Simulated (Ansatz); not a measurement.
Input of an Ansatz 0.2.0 run:

File input.yaml:

```yaml
crystal:
  lattice:
    - [3.2274645616, 0.0, 0.0]
    - [-1.6137322808, 2.7950663001, 0.0]
    - [0.0, 0.0, 6.31247342]
  atoms:
    - { symbol: Mo, position: [0.0, 0.0, 0.5] }
    - { symbol: S, position: [0.6666666667, 0.3333333333, 0.74468068] }
    - { symbol: S, position: [0.3333333333, 0.6666666667, 0.25531932] }
hamiltonian:
  xc: pbe
  pseudopotentials: { kind: paw, level: accurate }
kpoints:
  mp_grid: { grid: [9, 9, 4] }
  band_path:
    path:
      - [[0.0, 0.0, 0.0], [0.5, 0.0, 0.0], [0.3333333333, 0.3333333333, 0.0], [0.0, 0.0, 0.0], [0.0, 0.0, 0.5], [0.5, 0.0, 0.5], [0.3333333333, 0.3333333333, 0.5], [0.0, 0.0, 0.5]]
      - [[0.5, 0.0, 0.5], [0.5, 0.0, 0.0]]
      - [[0.3333333333, 0.3333333333, 0.0], [0.3333333333, 0.3333333333, 0.5]]
    npoints: 14
scf:
  occupations: { method: fermi_dirac, width: 0.05 }
  n_extra_bands: 7
output:
  forces: true
  stress: true
  eigenvalues: true
  fatbands: false
```

Potentials or basis: Ansatz PAW earlier set.

Run with:

```sh
$ ansatz run input.yaml --threads 2 --pin off --max-ram 5120MiB --backend cpu --events-out ev --progress --plain --runs-dir out
```

Q: Estimate the pressure.

A: 1.1 GPa.

Q: What does it give for the band gap on the k mesh?

A: None (metal or under the smearing width).

Levels at the corners of the path, in eV from the Fermi level:
```csv
point,band 10,band 11,band 12,band 13,band 14,band 15,band 16,band 17
Γ,-1.84,-1.05,-0.94,-0.94,-0.32,-0.32,3.19,3.19
M,-4.09,-3.18,-1.77,-1.72,0.94,1.71,3.62,3.82
K,-3.86,-3.86,-3.43,0.63,0.82,0.82,2.88,2.88
Γ,-1.84,-1.05,-0.94,-0.94,-0.32,-0.32,3.19,3.19
A,-3.57,-0.95,-0.95,-0.39,-0.39,-0.07,3.35,3.35
L,-4.14,-2.40,-2.09,-1.62,0.94,1.73,3.30,4.58
H,-3.81,-3.81,-3.77,0.37,0.37,0.64,3.61,3.61
A,-3.57,-0.95,-0.95,-0.39,-0.39,-0.07,3.35,3.35
L,-4.14,-2.40,-2.09,-1.62,0.94,1.73,3.30,4.58
M,-4.09,-3.18,-1.77,-1.72,0.94,1.71,3.62,3.82
K,-3.86,-3.86,-3.43,0.63,0.82,0.82,2.88,2.88
H,-3.81,-3.81,-3.77,0.37,0.37,0.64,3.61,3.61
```

Caveat: this functional lacks dispersion, which binds the layers, so the pressure and a relaxed spacing across them are unreliable.
